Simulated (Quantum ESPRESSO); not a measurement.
A calculation with Quantum ESPRESSO 7.5 of Ti (ASE script, structure from a POSCAR):

run.py

```python
import numpy as np
from ase.calculators.espresso import Espresso, EspressoProfile
from ase.io import read

atoms = read('POSCAR')

input_data = {
    'control': {'calculation': 'scf', 'prefix': 'pwscf', 'outdir': './tmp', 'tprnfor': True, 'tstress': True, 'disk_io': 'nowf'},
    'system': {'ecutwfc': 45.0, 'ecutrho': 360.0, 'nbnd': 26, 'occupations': 'smearing', 'smearing': 'fd', 'degauss': 0.00367493},
    'electrons': {'conv_thr': 6e-10, 'electron_maxstep': 120, 'mixing_beta': 0.5},
}
pseudopotentials = {'Ti': 'ti_pbesol_v1.4.uspp.F.UPF'}
profile = EspressoProfile(command='mpirun -n 2 pw.x -nk 2', pseudo_dir='pseudo')
dft = Espresso(profile=profile, input_data=input_data, pseudopotentials=pseudopotentials, kpts=(7, 7, 9), koffset=(0, 0, 0))
atoms.calc = dft

print(f'energy {atoms.get_potential_energy():.8f} eV')
print('forces (eV/A)')
print(np.round(atoms.get_forces(), 6))
print('stress (eV/A^3, Voigt)')
print(np.round(atoms.get_stress(), 8))
print(f'Fermi level {dft.get_fermi_level():.4f} eV')
```

The input POSCAR:

```
Ti
1.0
    4.5673748306      0.0000000000      0.0000000000
   -2.2836874153      3.9554626319      0.0000000000
    0.0000000000      0.0000000000      2.8262442700
Ti
3
Direct
    0.6666666667      0.3333333333      0.5000000000
    0.3333333333      0.6666666667      0.5000000000
    0.0000000000      0.0000000000      0.0000000000
```

Potentials or basis: GBRV 1.5 PBEsol.

Run with:

```console
$ OMP_NUM_THREADS=1 python run.py
```

This isn't the form of Ti at room conditions, which is hcp.

Write the same calculation in another form: native input, structure typed inline.

As run:

Contents of pw.in:

```
&CONTROL
  calculation = 'scf'
  prefix = 'pwscf'
  outdir = './tmp'
  pseudo_dir = './pseudo'
  tprnfor = .true.
  tstress = .true.
  disk_io = 'low'
/
&SYSTEM
  ibrav = 0
  celldm(1) = 8
  nat = 3
  ntyp = 1
  ecutwfc = 45
  ecutrho = 360
  nbnd = 26
  occupations = 'smearing'
  smearing = 'fd'
  degauss = 0.00367493
/
&ELECTRONS
  conv_thr = 6d-10
  electron_maxstep = 120
  mixing_beta = 0.5
/
ATOMIC_SPECIES
Ti    47.8670 ti_pbesol_v1.4.uspp.F.UPF
CELL_PARAMETERS alat
  1.0788859422929   0.0000000000000   0.0000000000000
 -0.5394429711464   0.9343426338103   0.0000000000000
  0.0000000000000   0.0000000000000   0.6676034539491
ATOMIC_POSITIONS crystal
Ti     0.6666666667    0.3333333333    0.5000000000
Ti     0.3333333333    0.6666666667    0.5000000000
Ti     0.0000000000    0.0000000000    0.0000000000
K_POINTS automatic
7 7 9 0 0 0
```

File pp_density.in:

```
&INPUTPP
  prefix = 'pwscf'
  outdir = './tmp'
  filplot = 'density.dat'
  plot_num = 0
/
&PLOT
  nfile = 1
  filepp(1) = 'density.dat'
  iflag = 3
  output_format = 6
  fileout = 'density.cube'
/
```

File pp_potential.in:

```
&INPUTPP
  prefix = 'pwscf'
  outdir = './tmp'
  filplot = 'potential.dat'
  plot_num = 11
/
&PLOT
  nfile = 1
  filepp(1) = 'potential.dat'
  iflag = 3
  output_format = 6
  fileout = 'potential.cube'
/
```

Potentials or basis: GBRV 1.5 PBEsol.

Command:

```console
$ OMP_NUM_THREADS=1 mpirun -n 2 pw.x -nk 2 -in pw.in > pw.out
$ OMP_NUM_THREADS=1 mpirun -n 1 pp.x -in pp_density.in > pp_density.out
$ OMP_NUM_THREADS=1 mpirun -n 1 pp.x -in pp_potential.in > pp_potential.out
```

Both were run:

|  | ASE script, structure from a POSCAR | native input, structure typed inline |
| --- | --- | --- |
| Pressure | -3.8 GPa | -3.8 GPa |
| Band gap on the k mesh | none (metal or under the smearing width) | none (metal or under the smearing width) |

Keys that steer only the numerical path or the files written may differ.
